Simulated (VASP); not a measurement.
# BAs in VASP: notebook

The runs below take BAs through work function, with PBEsol.

Program: VASP 6.6.1. These are calculated values, not measurements. Logs are shortened: lines on timing, memory, paths and dates and some standing lists are left out, and cuts for length are marked.

**1. Starting point**

The cell holds a sheet with vacuum, 2 atoms: a = 3.367 Å, b = 3.367 Å, c = 16.000 Å, α = 90.00°, β = 90.00°, γ = 120.00°.

The cell was built by a generator and needn't be a form met in nature.

**2. Work function, PBEsol**

INCAR

```
SYSTEM = BAs
ALGO = Fast
DIPOL = 0.5 0.5 0.500
EDIFF = 1E-6
ENCUT = 520
GGA = PS
IDIPOL = 3
ISIF = 2
ISMEAR = 0
KPAR = 4
LASPH = .TRUE.
LCHARG = .TRUE.
LDIPOL = .TRUE.
LREAL = .FALSE.
LVACPOTAV = .TRUE.
LVHAR = .TRUE.
LWAVE = .FALSE.
NELM = 80
PREC = Accurate
SIGMA = 0.03
```

KPOINTS

```
k-points
0
G
  12 12 1
  0 0 0
```

POSCAR

```
BAs                                     
1.0
    3.3671283925      0.0000000000      0.0000000000
   -1.6835641963      2.9160187210      0.0000000000
    0.0000000000      0.0000000000     16.0000000000
  B               As            
     1     1
Direct
     0.3333330000000032    0.6666669999999968    0.5000000000000000
     0.6666669999999968    0.3333330000000032    0.5000000000000000
```

Potentials or basis: VASP PAW PBE potentials, release 64 (B, As).

The run is started by

```
$ cat potpaw_PBE.64/B/POTCAR potpaw_PBE.64/As/POTCAR > POTCAR
$ mpirun -np 4 vasp_std > vasp.out
```

OUTCAR:

```text
SYSTEM = BAs
   EDIFF = 1E-6
   ENCUT = 520
   GGA = PS
   ISIF = 2
   ISMEAR = 0
   LASPH = .TRUE.
   LREAL = .FALSE.
   NELM = 80
   PREC = Accurate

 ion  position               nearest neighbor table
   1  0.333  0.667  0.500-   2 1.94   2 1.94   2 1.94
   2  0.667  0.333  0.500-   1 1.94   1 1.94   1 1.94

  LATTYP: Found a hexagonal cell.
 ALAT       =     3.3671283925
 C/A-ratio  =     4.7518235526

  Lattice vectors:

 A1 = (   3.3671283925,   0.0000000000,   0.0000000000)
 A2 = (  -1.6835641963,   2.9160187210,   0.0000000000)
 A3 = (   0.0000000000,   0.0000000000,  16.0000000000)

Analysis of symmetry for initial positions (statically):
=====================================================================
 Subroutine PRICEL returns:
 Original cell was already a primitive cell.

 Routine SETGRP: Setting up the symmetry group for a
 hexagonal supercell.

 Subroutine GETGRP returns: Found 12 space group operations
 (whereof 12 operations were pure point group operations)
 out of a pool of 24 trial point group operations.

The static configuration has the point symmetry D_3h.

Analysis of symmetry for dynamics (positions and initial velocities):
=====================================================================
 Subroutine PRICEL returns:
 Original cell was already a primitive cell.

 Routine SETGRP: Setting up the symmetry group for a
 hexagonal supercell.

 Subroutine GETGRP returns: Found 12 space group operations
 (whereof 12 operations were pure point group operations)
 out of a pool of 24 trial point group operations.

The dynamic configuration has the point symmetry D_3h.

 Subroutine INISYM returns: Found 12 space group operations
 (whereof 12 operations are pure point group operations),
 and found     1 'primitive' translations

----------------------------------------------------------------------------------------

                                     Primitive cell

  volume of cell :     157.0978

  direct lattice vectors                    reciprocal lattice vectors
     3.367128393  0.000000000  0.000000000     0.296988972  0.171466663  0.000000000
    -1.683564196  2.916018721  0.000000000     0.000000000  0.342933326  0.000000000
     0.000000000  0.000000000 16.000000000     0.000000000  0.000000000  0.062500000

  length of vectors
     3.367128393  3.367128388 16.000000000     0.342933326  0.342933326  0.062500000

  position of ions in fractional coordinates (direct lattice)
     0.333333000  0.666667000  0.500000000
     0.666667000  0.333333000  0.500000000

  ion indices of the primitive-cell ions
   primitive index   ion index
                 1           1
                 2           2

----------------------------------------------------------------------------------------

 KPOINTS: k-points

Automatic generation of k-mesh.
 Grid dimensions read from file:
 generate k-points for:   12   12    1

 Generating k-lattice:

  Cartesian coordinates                     Fractional coordinates (reciprocal lattice)
     0.024749081  0.014288889  0.000000000     0.083333333  0.000000000  0.000000000
     0.000000000  0.028577777  0.000000000     0.000000000  0.083333333  0.000000000
     0.000000000  0.000000000  0.062500000     0.000000000  0.000000000  1.000000000

  Length of vectors
     0.028577777  0.028577777  0.062500000

  Shift w.r.t. Gamma in fractional coordinates (k-lattice)
     0.000000000  0.000000000  0.000000000

 Subroutine IBZKPT returns following result:
 ===========================================

 Found     19 irreducible k-points:

 Following reciprocal coordinates:
            Coordinates               Weight
  0.000000  0.000000  0.000000      1.000000
  0.083333  0.000000  0.000000      6.000000
  0.166667  0.000000  0.000000      6.000000
  0.250000 -0.000000  0.000000      6.000000
  0.333333  0.000000  0.000000      6.000000
  0.416667 -0.000000  0.000000      6.000000
[... 11 lines left out ...]
  0.333333  0.250000  0.000000     12.000000
  0.333333  0.333333  0.000000      2.000000
   k-points           NKPTS =     19   k-points in BZ     NKDIM =     19   number of bands    NBANDS=      8
   number of dos      NEDOS =    301   number of ions     NIONS =      2
   total plane-waves  NPLWV =  94080
   dimension x,y,z NGX =    28 NGY =   28 NGZ =  120
   dimension x,y,z NGXF=    56 NGYF=   56 NGZF=  240
   ions per type =               1   1
   NGX,Y,Z   is equivalent  to a cutoff of  13.82, 13.82, 12.47 a.u.
   NGXF,Y,Z  is equivalent  to a cutoff of  27.65, 27.65, 24.94 a.u.
 SYSTEM =  BAs
   PREC   = accura    normal or accurate (medium, high low for compatibility)
   ISTART =      0    job   : 0-new  1-cont  2-samecut
   ICHARG =      2    charge: 1-file 2-atom 10-const
   ISPIN  =      1    spin polarized calculation?
   LNONCOLLINEAR =      F non collinear calculations
   LSORBIT =      F    spin-orbit coupling
   LASPH  =      T    aspherical Exc in radial PAW
   ENCUT  =  520.0 eV  38.22 Ry    6.18 a.u.   6.26  6.26 29.75*2*pi/ulx,y,z
   NELM   =     80;   NELMIN=  2; NELMDL= -5     # of ELM steps
   EDIFF  = 0.1E-05   stopping-criterion for ELM
   LREAL  =      F    real-space projection
   EDIFFG = 0.1E-04   stopping-criterion for IOM
   NSW    =      0    number of steps for IOM
   IBRION =     -1    ionic relax: 0-MD 1-quasi-New 2-CG
   NFREE  =      0    steps in history (QN), initial steepest desc. (CG)
   ISIF   =      2    stress and relaxation
   ISYM   =      2    0-nonsym 1-usesym 2-fastsym
   POTIM  = 0.5000    time-step for ionic-motion
   TEBEG  =    0.0;   TEEND  =   0.0 temperature during run
   PSTRESS=    0.0 pullay stress
   NELECT =       8.0000    total number of electrons
   NUPDOWN=      -1.0000    fix difference up-down
   EMIN   =  10.00;   EMAX   =-10.00  energy-range for DOS
   EFERMI =   0.00;   METHOD = LEGACY
   ISMEAR =     0;   SIGMA  =   0.03  broadening in eV -4-tet -1-fermi 0-gaus
   EFERMI_NEDOS =   21; number of points for ismear=-14 and -15
   IALGO  =     68    algorithm
   IMIX   =      4    mixing-type and parameters
     AMIX     =   0.40;   BMIX     =  1.00
     AMIX_MAG =   1.60;   BMIX_MAG =  1.00
  volume/ion in A,a.u.               =      78.55       530.07
  Fermi-wavevector in a.u.,A,eV,Ry     =   0.606804  1.146693  5.009810  0.368211
  Thomas-Fermi vector in A             =   1.661032
   LORBIT       =      0    0 simple, 1 ext, 2 COOP (PROOUT), +10 PAW based schemes
   GGA     = PS    functional components
   LHFCALC =     F    Hartree Fock is set to
   AEXX    =    0.0000 exact exchange contribution
   IVDW    =     0    specifies the selected vdW correction
   LEPSILON=     F    determine dielectric tensor
   LRPA    =     F    only Hartree local field effects (RPA)
 non-spin polarized calculation
 RMM-DIIS sequential band-by-band and
 Gauss-broadening in eV      SIGMA  =   0.03
  energy-cutoff  :      520.00
  volume of cell :      157.10
 maximum number of plane-waves:      4256
 NGX is ok and might be reduce to    28
   NGX = 13   NGY = 13   NGZ = 59

 dipolmoment           0.000000      0.000000      0.000000 electrons x Angstroem

 number of electron       8.0000000 magnetization

 dipolmoment           0.000000      0.000000     -0.000000 electrons x Angstroem

 Free energy of the ion-electron system (eV)
  ---------------------------------------------------
  ext. energy  EPLUGINS =         0.00000000
  ---------------------------------------------------
  free energy    TOTEN  =       -11.25001654 eV

  energy without entropy =      -11.25001654  energy(sigma->0) =      -11.25001654

 E-fermi :  -2.9513     XC(G=0):  -2.6819

 val. band max:       -3.1114202848   @ k =   0.3333   0.3333   0.0000
 cond. band min:      -2.3727066571   @ k =   0.3333   0.3333   0.0000
 fundamental gap:      0.7387136278
 Fermi energy:        -2.9512749050

 k-point     1 :       0.0000    0.0000    0.0000
  band No.  band energies     occupation
      1     -17.0097      2.00000
      2      -7.1143      2.00000
      3      -4.6092      2.00000
      4      -4.6091      2.00000
      5       0.5959      0.00000
      6       0.8891      0.00000
      7       1.7279      0.00000
      8       1.7280      0.00000

 k-point     2 :       0.0833    0.0000    0.0000
  band No.  band energies     occupation
      1     -16.9123      2.00000
      2      -7.0039      2.00000
      3      -5.2443      2.00000
      4      -4.8253      2.00000
      5       0.7154      0.00000
      6       0.9713      0.00000
      7       2.0503      0.00000
      8       2.1567      0.00000

 k-point     3 :       0.1667    0.0000    0.0000
  band No.  band energies     occupation
      1     -16.6234      2.00000
      2      -6.6755      2.00000
      3      -6.6325      2.00000
      4      -5.3247      2.00000
      5       0.6011      0.00000
      6       1.0927      0.00000
      7       3.0428      0.00000
      8       3.2794      0.00000

 k-point     4 :       0.2500   -0.0000    0.0000
  band No.  band energies     occupation
      1     -16.1559      2.00000
      2      -8.1949      2.00000
      3      -6.1405      2.00000
      4      -5.8721      2.00000
      5       0.1301      0.00000
      6       1.6312      0.00000
      7       1.6770      0.00000
      8       2.8544      0.00000

 k-point     5 :       0.3333    0.0000    0.0000
  band No.  band energies     occupation
      1     -15.5456      2.00000
      2      -9.6682      2.00000
      3      -6.3249      2.00000
      4      -5.4284      2.00000
      5      -0.2640      0.00000
      6       0.2066      0.00000
      7       2.4926      0.00000
      8       3.6571      0.00000
[... 122 lines left out ...]
 k-point    17 :       0.2500    0.2500    0.0000
  band No.  band energies     occupation
      1     -14.7114      2.00000
      2     -10.4217      2.00000
      3      -8.3571      2.00000
      4      -4.3686      2.00000
      5      -1.0345      0.00000
      6       2.6495      0.00000
      7       3.7425      0.00000
      8       3.8921      0.00000

 k-point    18 :       0.3333    0.2500    0.0000
  band No.  band energies     occupation
      1     -14.2478      2.00000
      2     -10.9571      2.00000
      3      -8.8119      2.00000
      4      -3.6151      2.00000
      5      -1.8941      0.00000
      6       2.9024      0.00000
      7       3.5280      0.00000
      8       4.7081      0.00000

 k-point    19 :       0.3333    0.3333    0.0000
  band No.  band energies     occupation
      1     -14.0631      2.00000
      2     -11.0050      2.00000
      3      -9.1979      2.00000
      4      -3.1114      2.00000
      5      -2.3727      0.00000
      6       3.2226      0.00000
      7       3.5951      0.00000
      8       5.3481      0.00000

------------------------ aborting loop because EDIFF is reached ----------------------------------------

  FORCE on cell =-STRESS in cart. coord.  units (eV):
  Direction    XX          YY          ZZ          XY          YZ          ZX
  --------------------------------------------------------------------------------------
  -------------------------------------------------------------------------------------
  Total        0.1004171      0.1004171     -0.0057075     -0.0000000      0.0000000     -0.0000000
  in kB        1.0241137      1.0241137     -0.0582081     -0.0000000      0.0000000     -0.0000000
  external PRESSURE =       0.6633398 kB  Pullay stress =       0.0000000 kB

 VOLUME and BASIS-vectors are now :
 -----------------------------------------------------------------------------
  energy-cutoff  :      520.00
  volume of cell :      157.10
      direct lattice vectors                 reciprocal lattice vectors
     3.367128393  0.000000000  0.000000000     0.296988972  0.171466663  0.000000000
    -1.683564196  2.916018721  0.000000000     0.000000000  0.342933326  0.000000000
     0.000000000  0.000000000 16.000000000     0.000000000  0.000000000  0.062500000

 POSITION                                       TOTAL-FORCE (eV/Angst)
 -----------------------------------------------------------------------------------
     -0.00000      1.94401      8.00000        -0.000000      0.000000      0.000000
      1.68357      0.97201      8.00000         0.000000      0.000000      0.000000
 -----------------------------------------------------------------------------------
    total drift:                               -0.000130      0.000075      0.000000

  FREE ENERGIE OF THE ION-ELECTRON SYSTEM (eV)
  ---------------------------------------------------
  free  energy   TOTEN  =       -11.2500165446 eV

  energy  without entropy=      -11.2500165446  energy(sigma->0) =      -11.25001654

 vacuum level on the upper side and lower side of the slab         1.848         1.848
```

Run time: 44 s. Hardware: 4 MPI ranks of Intel Xeon Platinum 8488C (Sapphire Rapids), shared host; peak memory 0.29 GiB.

What came out:

```
Free energy                            : -11.2500 eV
Band gap on the k mesh                 : 0.74 eV, direct
Ionisation potential of the upper face : 4.96 eV
```

Levels at points of the mesh, in eV from the valence-band top:
```csv
k point,band 1,band 2,band 3,band 4,band 5,band 6,band 7,band 8
"(0.00, 0.00, 0.00)",-13.90,-4.00,-1.50,-1.50,3.71,4.00,4.84,4.84
"(0.50, 0.00, 0.00)",-11.46,-8.26,-3.60,-1.06,1.42,2.51,7.57,8.20
```

Caveat: the PAW data sets were made with another functional, which shifts forces and pressure a little.

**3. Work function, PBEsol, non-collinear spin, zero start, spin-orbit coupling**

Edit INCAR of step 2 so:

```diff
@@ -6,2 +6,3 @@
 GGA = PS
+GGA_COMPAT = .FALSE.
 IDIPOL = 3
@@ -13,3 +14,5 @@
 LDIPOL = .TRUE.
+LORBIT = 11
 LREAL = .FALSE.
+LSORBIT = .TRUE.
 LVACPOTAV = .TRUE.
@@ -17,2 +20,3 @@
 LWAVE = .FALSE.
+MAGMOM = 0 0 0 0 0 0
 NELM = 80
```

KPOINTS is that of step 2.

POSCAR is that of step 2.

Potentials or basis: VASP PAW PBE potentials, release 64 (B, As).

The run is started by

```
$ cat potpaw_PBE.64/B/POTCAR potpaw_PBE.64/As/POTCAR > POTCAR
$ mpirun -np 4 vasp_ncl > vasp.out
```

OUTCAR:

```text
SYSTEM = BAs
   EDIFF = 1E-6
   ENCUT = 520
   GGA = PS
   ISIF = 2
   ISMEAR = 0
   LASPH = .TRUE.
   LORBIT = 11
   LREAL = .FALSE.
   LSORBIT = .TRUE.
   NELM = 80
   PREC = Accurate

 ion  position               nearest neighbor table
   1  0.333  0.667  0.500-   2 1.94   2 1.94   2 1.94
   2  0.667  0.333  0.500-   1 1.94   1 1.94   1 1.94

  LATTYP: Found a hexagonal cell.
 ALAT       =     3.3671283925
 C/A-ratio  =     4.7518235526

  Lattice vectors:

 A1 = (   3.3671283925,   0.0000000000,   0.0000000000)
 A2 = (  -1.6835641963,   2.9160187210,   0.0000000000)
 A3 = (   0.0000000000,   0.0000000000,  16.0000000000)

Analysis of symmetry for initial positions (statically):
=====================================================================
 Subroutine PRICEL returns:
 Original cell was already a primitive cell.

 Routine SETGRP: Setting up the symmetry group for a
 hexagonal supercell.

 Subroutine GETGRP returns: Found 12 space group operations
 (whereof 12 operations were pure point group operations)
 out of a pool of 24 trial point group operations.

The static configuration has the point symmetry D_3h.

Analysis of symmetry for dynamics (positions and initial velocities):
=====================================================================
 Subroutine PRICEL returns:
[... 700 lines left out ...]
     0.0000000     0.0000000     0.0000000     0.0000000     0.0000000     0.0000000     0.0000000
     0.0000000     0.0000000     0.0000000     0.0000000     0.0000000     0.0000000     0.0000000
     0.0000000     0.0000000     0.0000000     0.0000000     0.0000000     0.0000000     0.0000000

 Ion:    2  E_soc:     -0.0217479
 l=   1
     0.0000000    -0.0037270    -0.0033493
    -0.0037270     0.0000000    -0.0037270
    -0.0033493    -0.0037270     0.0000000
 l=   2
     0.0000000    -0.0000060     0.0000000    -0.0000060    -0.0000372
    -0.0000060     0.0000000    -0.0000041    -0.0000013    -0.0000060
     0.0000000    -0.0000041     0.0000000    -0.0000041     0.0000000
    -0.0000060    -0.0000013    -0.0000041     0.0000000    -0.0000060
    -0.0000372    -0.0000060     0.0000000    -0.0000060     0.0000000
 l=   3
     0.0000000     0.0000000     0.0000000     0.0000000     0.0000000     0.0000000     0.0000000
     0.0000000     0.0000000     0.0000000     0.0000000     0.0000000     0.0000000     0.0000000
     0.0000000     0.0000000     0.0000000     0.0000000     0.0000000     0.0000000     0.0000000
     0.0000000     0.0000000     0.0000000     0.0000000     0.0000000     0.0000000     0.0000000
     0.0000000     0.0000000     0.0000000     0.0000000     0.0000000     0.0000000     0.0000000
     0.0000000     0.0000000     0.0000000     0.0000000     0.0000000     0.0000000     0.0000000
     0.0000000     0.0000000     0.0000000     0.0000000     0.0000000     0.0000000     0.0000000

 total charge

# of ion       s       p       d       tot
------------------------------------------
    1        0.679   1.163   0.000   1.842
    2        1.170   1.724   0.072   2.966
--------------------------------------------------
tot          1.849   2.887   0.072   4.808

 magnetization (x)

# of ion       s       p       d       tot
------------------------------------------
    1       -0.000   0.000   0.000  -0.000
    2       -0.000   0.000  -0.000   0.000
--------------------------------------------------
tot         -0.000   0.000  -0.000   0.000

 magnetization (y)

# of ion       s       p       d       tot
------------------------------------------
    1        0.000  -0.000   0.000  -0.000
    2        0.000   0.000   0.000   0.000
--------------------------------------------------
tot          0.000  -0.000   0.000  -0.000

 magnetization (z)

# of ion       s       p       d       tot
------------------------------------------
    1        0.000   0.000   0.000   0.000
    2        0.000   0.000   0.000   0.000
--------------------------------------------------
tot          0.000   0.000   0.000   0.000
```

stdout:

```text
POSCAR found type information on POSCAR B As
 POSCAR found :  2 types and       2 ions
 scaLAPACK will be used
 -----------------------------------------------------------------------------
[... 23 lines left out ...]
|     Did not find any points to average over, which means that no vacuum     |
|     field-free region was found. Please increase the size of  your cell     |
|     in the dimension of the dipole correction to obtain accurate            |
|     workfunction values.                                                    |
|                                                                             |
 -----------------------------------------------------------------------------
```

Run time: 4.2 min. Hardware: 4 MPI ranks of Intel Xeon Platinum 8488C (Sapphire Rapids), shared host; peak memory 0.8 GiB.

Results:

```yaml
Free_energy: -11.2608 eV
Net_moment: 0.00 μB per cell
Valence_electrons_inside_the_program's_atomic_spheres: B 1.84; As 2.97
Work_function_of_the_upper_face: 4.80 eV
Work_function_of_the_lower_face: 4.80 eV
```

Moments on the atoms (μB; x, y, z):
```
B   0.00 0.00 0.00
As  0.00 0.00 0.00
```

Caveat: the PAW data sets were made with another functional, which shifts forces and pressure a little.
